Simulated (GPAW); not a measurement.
CdS (Greenockite): relaxation of cell and atoms with r2SCAN

Crystal: CdS (Greenockite).

```
CELL_PARAMETERS angstrom
4.15000 0.00000 0.00000
-2.07500 3.59401 0.00000
0.00000 0.00000 6.73700
ATOMIC_POSITIONS crystal
Cd 0.66667 0.33333 0.50000
Cd 0.33333 0.66667 0.00000
S 0.66667 0.33333 0.87500
S 0.33333 0.66667 0.37500
```

| Property | Result |
| --- | --- |
| Program | GPAW 26.7.0 |
| Task | relaxation of cell and atoms |
| Functional | r2SCAN |
| Potentials or basis | GPAW PAW data sets (gpaw-data 1.2.1) |
| Cutoff | 600 eV |
| Basis | pw |
| k mesh | 5 × 5 × 3 |
| Occupations | fermi-dirac, width 0.05 eV |
| Spin | no spin polarisation |
| Maxiter | 150 |
| Optimizer | BFGS |
| Fmax | 0.02 eV/Å |
| Max steps | 40 |
| Convergence | density=1e-06 energy=1e-06 eigenstates=1e-10 |

The relaxed volume is 25.35 Å³/atom and the relaxed cell is a = 4.160 Å, b = 4.160 Å, c = 6.766 Å, α = 90.00°, β = 90.00°, γ = 120.00°. The space group after relaxing (to 0.05 Å) is P6_3mc (No. 186) and the energy gained by relaxing is 0.7 meV/atom. The ionic steps are 5 and the pressure after relaxing is 0.0 GPa. The largest force after relaxing is 0.010 eV/Å. The band gap on the k mesh is 1.60 eV, direct.

Forces on the atoms (eV/Å):
```
Cd   0.000  0.000  0.009
Cd   0.000  0.000  0.010
S    0.000  0.000 -0.010
S    0.000  0.000 -0.010
```

Stress tensor (GPa, compression positive):
```
 0.07  0.00  0.00
 0.00  0.07  0.00
 0.00  0.00 -0.07
```

Step by step:
| step | energy change (eV) | largest force (eV/Å) | pressure (GPa) | volume (Å³) |
| --- | --- | --- | --- | --- |
| 1 | 0.0000 | 0.0693 | 0.59 | 100.48 |
| 2 | -0.0007 | 0.0564 | 0.52 | 100.58 |
| 3 | -0.0027 | 0.0109 | 0.14 | 101.19 |
| 4 | -0.0028 | 0.0127 | 0.11 | 101.26 |
| 5 | -0.0029 | 0.0097 | 0.02 | 101.40 |

Final structure:
```
Cd S
1.0
     4.15997    0.00000    0.00000
    -2.07999    3.60264    0.00000
     0.00000    0.00000    6.76572
Cd S
2 2
Direct
  0.66667 0.33333 0.49902
  0.33333 0.66667 0.99902
  0.66667 0.33333 0.87596
  0.33333 0.66667 0.37596
```

Levels at points of the mesh, in eV from the valence-band top:
```
           k point  band 14  band 15  band 16  band 17  band 18  band 19  band 20  band 21  band 22  band 23
(0.00, 0.00, 0.00)    -0.75    -0.75    -0.04     0.00     0.00     1.60     3.20     6.95     6.95     7.26
```

Run time: 9.2 min on 1 thread of Arm Neoverse V1 (shared host), peak memory 0.8 GiB.

Caveat: later steps reuse the first step's grids; the PAW data sets were made with another functional, which shifts forces and pressure a little. Zero-point motion and thermal expansion aren't in these numbers.
